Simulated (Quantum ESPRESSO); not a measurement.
# Pr (I4/mmm) in Quantum ESPRESSO: further runs

Runs on Pr. Level: PBEsol. Tasks: single point.

All numbers are computed with Quantum ESPRESSO 7.5; they aren't measurements. Logs are shortened: lines on timing, memory, paths and dates and some standing lists are left out, and cuts for length are marked.

### Step 1. The structure

It takes space group I4/mmm (No. 139, tetragonal). Conventional cell: a = 4.195 Å, b = 4.195 Å, c = 4.027 Å, α = 90.00°, β = 90.00°, γ = 90.00°. Around Pr (site symmetry 4/mmm) lie 10 Pr at 3.58 to 4.03 Å.

This isn't the form of Pr at room conditions, which is double hcp.

### Step 2. Single point, PBEsol, collinear spin, ferromagnetic start, 35.43 Å³/atom

pw.in reads:

```
&CONTROL
  calculation = 'scf'
  prefix = 'pwscf'
  outdir = './tmp'
  pseudo_dir = './pseudo'
  tprnfor = .true.
  tstress = .true.
  disk_io = 'nowf'
/
&SYSTEM
  ibrav = 0
  nat = 1
  ntyp = 1
  ecutwfc = 55
  ecutrho = 440
  nbnd = 15
  input_dft = 'pbesol'
  occupations = 'smearing'
  smearing = 'fd'
  degauss = 0.00367493
  nspin = 2
  starting_magnetization(1) = 0.1538
/
&ELECTRONS
  conv_thr = 2d-10
  electron_maxstep = 120
  mixing_beta = 0.3
/
ATOMIC_SPECIES
Pr   140.9077 Pr.paw.z_13.atompaw.wentzcovitch.v1.2.upf
CELL_PARAMETERS angstrom
  -2.0973721543    2.0973721543    2.0134772681
   2.0973721543   -2.0973721543    2.0134772681
   2.0973721543    2.0973721543   -2.0134772681
ATOMIC_POSITIONS crystal
Pr     0.0000000000    0.0000000000    0.0000000000
K_POINTS automatic
9 9 9 0 0 0
```

Potentials or basis: SSSP 1.3 efficiency PBE.

Started as:

```bash
$ OMP_NUM_THREADS=1 pw.x -in pw.in > pw.out
```

pw.out:

```text
This program is part of the open-source Quantum ESPRESSO suite
     for quantum simulation of materials; please cite
         "P. Giannozzi et al., J. Phys.:Condens. Matter 21 395502 (2009);
         "P. Giannozzi et al., J. Phys.:Condens. Matter 29 465901 (2017);
         "P. Giannozzi et al., J. Chem. Phys. 152 154105 (2020);
     in publications or presentations arising from this work. More details at

     file Pr.paw.z_13.atompaw.wentzcovitch.v1.2.upf: wavefunction(s)  6S 0P 5D 0D 0F renormalized

     IMPORTANT: XC functional enforced from input :
     Exchange-correlation= PBESOL
                           (   1   4  10   8   0   0   0)
     Any further DFT definition will be discarded
     Please, verify this is what you really want

     Message from routine setup:
     using ibrav=0 with symmetry is DISCOURAGED, use correct ibrav instead

     G-vector sticks info
     --------------------
     sticks:   dense  smooth     PW     G-vecs:    dense   smooth      PW
     Sum        1497     735    223                37373    13065    2249

     Using Slab Decomposition

     bravais-lattice index     =            0
     lattice parameter (alat)  =       6.7746  a.u.
     unit-cell volume          =     239.0861 (a.u.)^3
     number of atoms/cell      =            1
     number of atomic types    =            1
     number of electrons       =        13.00
     number of Kohn-Sham states=           15
     kinetic-energy cutoff     =      55.0000  Ry
     charge density cutoff     =     440.0000  Ry
     scf convergence threshold =      2.0E-10
     mixing beta               =       0.3000
     number of iterations used =            8  plain     mixing
     Exchange-correlation= PBESOL
                           (   1   4  10   8   0   0   0)

     celldm(1)=   6.774617  celldm(2)=   0.000000  celldm(3)=   0.000000
     celldm(4)=   0.000000  celldm(5)=   0.000000  celldm(6)=   0.000000

     crystal axes: (cart. coord. in units of alat)
               a(1) = (  -0.585045   0.585045   0.561644 )
               a(2) = (   0.585045  -0.585045   0.561644 )
               a(3) = (   0.585045   0.585045  -0.561644 )

     reciprocal axes: (cart. coord. in units 2 pi/alat)
               b(1) = (  0.000000  0.854634  0.890244 )
               b(2) = (  0.854634  0.000000  0.890244 )
               b(3) = (  0.854634  0.854634  0.000000 )

     PseudoPot. # 1 for Pr read from file:
     Pr.paw.z_13.atompaw.wentzcovitch.v1.2.upf
     Pseudo is Projector augmented-wave + core cor, Zval = 13.0
     Generated using ATOMPAW code
     Shape of augmentation charge: BESSEL
     Using radial grid of 1103 points,  8 beta functions with:
                l(1) =   0
                l(2) =   0
                l(3) =   1
                l(4) =   1
                l(5) =   2
                l(6) =   2
                l(7) =   3
                l(8) =   3
     Q(r) pseudized with 0 coefficients

     atomic species   valence    mass     pseudopotential
     Pr               13.00   140.90770     Pr( 1.00)

     Starting magnetic structure
     atomic species   magnetization
     Pr              0.154

     16 Sym. Ops., with inversion, found

   Cartesian axes

     site n.     atom                  positions (alat units)
         1        Pr     tau(   1) = (   0.0000000   0.0000000   0.0000000  )

     number of k points=    75  Fermi-Dirac smearing, width (Ry)=  0.0037
                       cart. coord. in units 2pi/alat
        k(    1) = (   0.0000000   0.0000000   0.0000000), wk =   0.0013717
        k(    2) = (   0.0949594   0.0949594   0.0000000), wk =   0.0054870
        k(    3) = (   0.1899188   0.1899188   0.0000000), wk =   0.0054870
        k(    4) = (   0.2848781   0.2848781   0.0000000), wk =   0.0054870
        k(    5) = (   0.3798375   0.3798375   0.0000000), wk =   0.0054870
        k(    6) = (   0.0949594   0.0000000   0.0989160), wk =   0.0109739
[... 67 lines left out ...]
        k(   74) = (  -0.0000000  -0.0000000   0.7913282), wk =   0.0027435
        k(   75) = (   0.0000000   0.7596750   0.0000000), wk =   0.0054870

     Dense  grid:    37373 G-vectors     FFT dimensions: (  45,  45,  45)

     Smooth grid:    13065 G-vectors     FFT dimensions: (  32,  32,  32)

     Generating pointlists ...
     new r_m :   0.4125 (alat units)  2.7945 (a.u.) for type    1

     Initial potential from superposition of free atoms

     starting charge      12.9926, renormalised to      13.0000
     Starting wfcs are   32 randomized atomic wfcs

     Self-consistent Calculation

     iteration #  1     ecut=    55.00 Ry     beta= 0.30
     Davidson diagonalization with overlap
     ethr =  1.00E-02,  avg # of iterations =  1.7

     Threshold (ethr) on eigenvalues was too large:
     Diagonalizing with lowered threshold

     Davidson diagonalization with overlap
     ethr =  3.37E-04,  avg # of iterations =  3.3

     total energy              =    -501.49540395 Ry
     estimated scf accuracy    <       0.03884259 Ry

     total magnetization       =     2.75 Bohr mag/cell
     absolute magnetization    =     2.75 Bohr mag/cell

     iteration #  2     ecut=    55.00 Ry     beta= 0.30
     Davidson diagonalization with overlap
     ethr =  2.99E-04,  avg # of iterations =  1.3

     total energy              =    -501.50542005 Ry
     estimated scf accuracy    <       0.02422918 Ry

     total magnetization       =     2.84 Bohr mag/cell
     absolute magnetization    =     2.84 Bohr mag/cell

     iteration #  3     ecut=    55.00 Ry     beta= 0.30
     Davidson diagonalization with overlap
     ethr =  1.86E-04,  avg # of iterations =  1.1

     total energy              =    -501.50957276 Ry
     estimated scf accuracy    <       0.01236207 Ry

     total magnetization       =     2.76 Bohr mag/cell
     absolute magnetization    =     2.76 Bohr mag/cell

     iteration #  4     ecut=    55.00 Ry     beta= 0.30
     Davidson diagonalization with overlap
     ethr =  9.51E-05,  avg # of iterations =  1.4

     total energy              =    -501.51050488 Ry
     estimated scf accuracy    <       0.05407114 Ry

     total magnetization       =     3.11 Bohr mag/cell
     absolute magnetization    =     3.11 Bohr mag/cell

     iteration #  5     ecut=    55.00 Ry     beta= 0.30
     Davidson diagonalization with overlap
     ethr =  9.51E-05,  avg # of iterations =  1.5

     total energy              =    -501.51407231 Ry
     estimated scf accuracy    <       0.00013390 Ry

     total magnetization       =     2.92 Bohr mag/cell
     absolute magnetization    =     2.92 Bohr mag/cell

     iteration #  6     ecut=    55.00 Ry     beta= 0.30
     Davidson diagonalization with overlap
     ethr =  1.03E-06,  avg # of iterations =  4.3

     total energy              =    -501.51413744 Ry
     estimated scf accuracy    <       0.00024545 Ry

     total magnetization       =     2.92 Bohr mag/cell
     absolute magnetization    =     2.92 Bohr mag/cell

     iteration #  7     ecut=    55.00 Ry     beta= 0.30
     Davidson diagonalization with overlap
     ethr =  1.03E-06,  avg # of iterations =  1.7

     total energy              =    -501.51418064 Ry
     estimated scf accuracy    <       0.00000359 Ry

     total magnetization       =     2.95 Bohr mag/cell
     absolute magnetization    =     2.95 Bohr mag/cell

     iteration #  8     ecut=    55.00 Ry     beta= 0.30
     Davidson diagonalization with overlap
     ethr =  2.76E-08,  avg # of iterations =  4.8

     total energy              =    -501.51419365 Ry
     estimated scf accuracy    <       0.00000287 Ry

     total magnetization       =     2.96 Bohr mag/cell
     absolute magnetization    =     2.96 Bohr mag/cell

     iteration #  9     ecut=    55.00 Ry     beta= 0.30
     Davidson diagonalization with overlap
     ethr =  2.21E-08,  avg # of iterations =  2.2

     total energy              =    -501.51420153 Ry
     estimated scf accuracy    <       0.00000186 Ry

     total magnetization       =     2.96 Bohr mag/cell
     absolute magnetization    =     2.96 Bohr mag/cell

     iteration # 10     ecut=    55.00 Ry     beta= 0.30
     Davidson diagonalization with overlap
     ethr =  1.43E-08,  avg # of iterations =  1.4

     total energy              =    -501.51417358 Ry
     estimated scf accuracy    <       0.00000119 Ry

     total magnetization       =     2.96 Bohr mag/cell
     absolute magnetization    =     2.96 Bohr mag/cell

     iteration # 11     ecut=    55.00 Ry     beta= 0.30
     Davidson diagonalization with overlap
     ethr =  9.18E-09,  avg # of iterations =  2.2

     total energy              =    -501.51417989 Ry
     estimated scf accuracy    <       0.00000211 Ry

     total magnetization       =     2.96 Bohr mag/cell
     absolute magnetization    =     2.96 Bohr mag/cell

     iteration # 12     ecut=    55.00 Ry     beta= 0.30
     Davidson diagonalization with overlap
     ethr =  9.18E-09,  avg # of iterations =  1.7
[... 107 lines left out ...]
     iteration # 23     ecut=    55.00 Ry     beta= 0.30
     Davidson diagonalization with overlap
     ethr =  4.23E-10,  avg # of iterations =  2.4

     total energy              =    -501.51415666 Ry
     estimated scf accuracy    <       0.00000007 Ry

     total magnetization       =     2.98 Bohr mag/cell
     absolute magnetization    =     2.98 Bohr mag/cell

     iteration # 24     ecut=    55.00 Ry     beta= 0.30
     Davidson diagonalization with overlap
     ethr =  4.23E-10,  avg # of iterations =  4.5

     total energy              =    -501.51416627 Ry
     estimated scf accuracy    <       0.00000033 Ry

     total magnetization       =     2.99 Bohr mag/cell
     absolute magnetization    =     2.99 Bohr mag/cell

     iteration # 25     ecut=    55.00 Ry     beta= 0.30
     Davidson diagonalization with overlap
     ethr =  4.23E-10,  avg # of iterations =  2.1

     total energy              =    -501.51415746 Ry
     estimated scf accuracy    <       0.00000004 Ry

     total magnetization       =     2.98 Bohr mag/cell
     absolute magnetization    =     2.98 Bohr mag/cell

     iteration # 26     ecut=    55.00 Ry     beta= 0.30
     Davidson diagonalization with overlap
     ethr =  3.41E-10,  avg # of iterations =  5.0

     total energy              =    -501.51416606 Ry
     estimated scf accuracy    <       0.00000047 Ry

     total magnetization       =     2.99 Bohr mag/cell
     absolute magnetization    =     2.99 Bohr mag/cell

     iteration # 27     ecut=    55.00 Ry     beta= 0.30
     Davidson diagonalization with overlap
     ethr =  3.41E-10,  avg # of iterations =  1.8

     total energy              =    -501.51416603 Ry
     estimated scf accuracy    <       0.00000012 Ry

     total magnetization       =     2.99 Bohr mag/cell
     absolute magnetization    =     2.99 Bohr mag/cell

     iteration # 28     ecut=    55.00 Ry     beta= 0.30
     Davidson diagonalization with overlap
     ethr =  3.41E-10,  avg # of iterations =  1.1

     total energy              =    -501.51416564 Ry
     estimated scf accuracy    <          1.8E-09 Ry

     total magnetization       =     2.99 Bohr mag/cell
     absolute magnetization    =     2.99 Bohr mag/cell

     iteration # 29     ecut=    55.00 Ry     beta= 0.30
     Davidson diagonalization with overlap
     ethr =  1.36E-11,  avg # of iterations =  5.8

     total energy              =    -501.51416604 Ry
     estimated scf accuracy    <          2.4E-09 Ry

     total magnetization       =     2.99 Bohr mag/cell
     absolute magnetization    =     2.99 Bohr mag/cell

     iteration # 30     ecut=    55.00 Ry     beta= 0.30
     Davidson diagonalization with overlap
     ethr =  1.36E-11,  avg # of iterations =  2.5

     Magnetic moment per site  (integrated on atomic sphere of radius R)
     atom   1 (R=0.413)  charge= 11.3617  magn=  2.6044

     End of self-consistent calculation

     Number of k-points >= 100: set verbosity='high' to print the bands.

     the Fermi energy is    11.1875 ev

!    total energy              =    -501.51416607 Ry
     total all-electron energy =      -501.514166 Ry
     estimated scf accuracy    <          1.5E-10 Ry
     smearing contrib. (-TS)   =      -0.00624316 Ry
     internal energy E=F+TS    =    -501.50792291 Ry

     The total energy is F=E-TS. E is the sum of the following terms:
     one-electron contribution =     -15.30854362 Ry
     hartree contribution      =      17.23902235 Ry
     xc contribution           =     -12.00858187 Ry
     ewald contribution        =     -78.64763713 Ry
     one-center paw contrib.   =    -412.78218263 Ry

     total magnetization       =     2.99 Bohr mag/cell
     absolute magnetization    =     2.99 Bohr mag/cell

     convergence has been achieved in  30 iterations

     Forces acting on atoms (cartesian axes, Ry/au):

     atom    1 type  1   force =     0.00000000    0.00000000    0.00000000

     Total force =     0.000000     Total SCF correction =     0.000000

     Computing stress (Cartesian axis) and pressure

          total   stress  (Ry/bohr**3)                   (kbar)     P=      -57.50
  -0.00038042   0.00000000  -0.00000000          -55.96        0.00       -0.00
   0.00000000  -0.00038042   0.00000000            0.00      -55.96        0.00
  -0.00000000   0.00000000  -0.00041178           -0.00        0.00      -60.57

=------------------------------------------------------------------------------=
   JOB DONE.
=------------------------------------------------------------------------------=
```

It took 2.8 min on 1 thread of Arm Neoverse V2, shared host; peak memory 0.44 GiB.

Results:

```yaml
Free_energy: -6823.4478 eV
Pressure: -5.7 GPa
Band_gap_on_the_k_mesh: none (metal or under the smearing width)
Net_moment: 2.99 μB per cell
Absolute_moment: 2.99 μB per cell
Site_moments: Pr +2.60 μB
Valence_electrons_inside_the_program's_atomic_spheres: Pr 11.36
```

Caveat: the potentials were made for another functional, which shifts forces and pressure; the magnetic or orbital state may not be the lowest; spin-orbit coupling is left out, which moves the levels of the heavy elements.

### Step 3. Single point, PBEsol, collinear spin, ferromagnetic start, 36.17 Å³/atom

Edit pw.in of step 2 so:

```diff
@@ -31,5 +31,5 @@
 CELL_PARAMETERS angstrom
-  -2.0973721543    2.0973721543    2.0134772681
-   2.0973721543   -2.0973721543    2.0134772681
-   2.0973721543    2.0973721543   -2.0134772681
+  -2.0973721543    2.0973721543    2.0554247112
+   2.0973721543   -2.0973721543    2.0554247112
+   2.0973721543    2.0973721543   -2.0554247112
 ATOMIC_POSITIONS crystal
```

Potentials or basis: SSSP 1.3 efficiency PBE.

Started as:

```bash
$ OMP_NUM_THREADS=1 pw.x -in pw.in > pw.out
```

It took 3.7 min on 1 thread of Arm Neoverse V2, shared host; peak memory 0.45 GiB.

Results (log left out):

```
Free energy                                           : -6823.4198 eV
Pressure                                              : -6.0 GPa
Band gap on the k mesh                                : none (metal or under the smearing width)
Net moment                                            : 3.00 μB per cell
Absolute moment                                       : 3.00 μB per cell
Site moments                                          : Pr +2.62 μB
Valence electrons inside the program's atomic spheres : Pr 11.38
```

Caveat: the potentials were made for another functional, which shifts forces and pressure; the magnetic or orbital state may not be the lowest; spin-orbit coupling is left out, which moves the levels of the heavy elements.
